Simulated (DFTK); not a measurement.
Fe:

```
Fe
1.0
    -1.44300    1.44300    1.44300
     1.44300   -1.44300    1.44300
     1.44300    1.44300   -1.44300
Fe
1
Direct
  0.00000 0.00000 0.00000
```

Base run:

| Property | Result |
| --- | --- |
| Program | DFTK 0.8.2 |
| Functional | PBEsol |
| Potentials or basis | SG15 1.2 (PBE) |
| Cutoff | 1225 eV |
| k mesh | 12 × 12 × 12 |
| Occupations | fermi-dirac, width 0.05 eV |
| Spin | collinear spin, ferromagnetic start |
| Starting moments | [3.0] μB |

Its results: band gap on the k mesh none (metal or under the smearing width); pressure -17.2 GPa; net moment 2.32 μB per cell; site moments Fe +2.32 μB.

Task: The run is repeated on the same cell with these changes: potentials or basis from SG15 1.2 (PBE) to dojo.nc.sr.pbesol.v0_4_1.standard.upf (PBEsol); k mesh from 12 × 12 × 12 to 13 × 13 × 13. What comes out?

Result: Band gap on the k mesh none (metal or under the smearing width); pressure -15.6 GPa; net moment 2.38 μB per cell; site moments Fe +2.38 μB.

Caveats: the potentials were made for another functional, which shifts forces and pressure (some runs); so large a pressure means that the cell lies far from this level's equilibrium, or that cutoff or potentials fall short (some runs).
